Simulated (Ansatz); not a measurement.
A 2-atom cell of NaF from a published structure (r2SCAN geometry), in Ansatz:

Space group Fm-3m (No. 225). a = 4.594 Å, b = 4.594 Å, c = 4.594 Å, α = 90.00°, β = 90.00°, γ = 90.00°
```json
{"atom": "Na", "site": "4a", "symmetry": "m-3m", "x": "0.0000", "y": "0.0000", "z": "0.0000"}
{"atom": "F", "site": "4b", "symmetry": "m-3m", "x": "0.5000", "y": "0.0000", "z": "0.0000"}
```

G0W0@PBE with 132 empty bands, a screening cutoff of 180 eV and a 6×6×6 mesh (PAW, contour deformation) gives 10.686 eV over the mesh points, from a PBE gap of 6.456 eV; it sums over 140 bands with 137 plane waves in the screening and a wave cutoff of 420 eV. G0W0 here is at a finite number of bands, screening cutoff and k mesh, not at the basis limit. Spin-unpolarised calculation; the starting structure is a published one, and the numbers are computed.

Question: Estimate the gap with frequency model Godby-Needs pole.

Answer: 10.716 eV (+0.030 eV), from a Kohn-Sham gap of 6.456 eV.

Question: Estimate the gap with empty bands 257, screening cutoff 260 eV.

Answer: 10.825 eV (+0.139 eV), from a Kohn-Sham gap of 6.456 eV.

Question: Estimate the gap with starting point HSE06.

Answer: 11.725 eV (+1.039 eV), from a Kohn-Sham gap of 8.635 eV.
